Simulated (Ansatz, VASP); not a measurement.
**Hf: VASP beside Ansatz**

```
Hf
1.0
     0.00000    2.22000    2.22000
     2.22000    0.00000    2.22000
     2.22000    2.22000    0.00000
Hf
1
Cartesian
  0.0000 0.0000 0.0000
```

This isn't the form of Hf at room conditions, which is hcp.

Alike in both runs: task single point; functional PBE; k mesh 10 × 10 × 10; occupations fermi-dirac, width 0.05 eV; no spin polarisation.

|  | VASP | Ansatz |
| --- | --- | --- |
| version | VASP 6.6.1 | Ansatz 0.2.0 |
| potentials or method | VASP PAW PBE potentials, release 64 (Hf_pv) | Ansatz PAW |
| plane-wave cutoff (eV) | 520 | 420 |
| valence electrons in the cell | 10 | 26 |

```csv
,VASP,Ansatz,Ansatz less VASP
gap on the k mesh at the Fermi level (eV),none,none,-
pressure (GPa),2.6,3.1,+0.45
```

A gap of «none» marks a metal or a gap that the smearing closes. With one functional, cell and mesh, what is left measures potentials, basis and numerics. The two sets of potentials don't hold the same shells in valence.

The runs have no spin-orbit coupling, so splittings on Hf are missing.
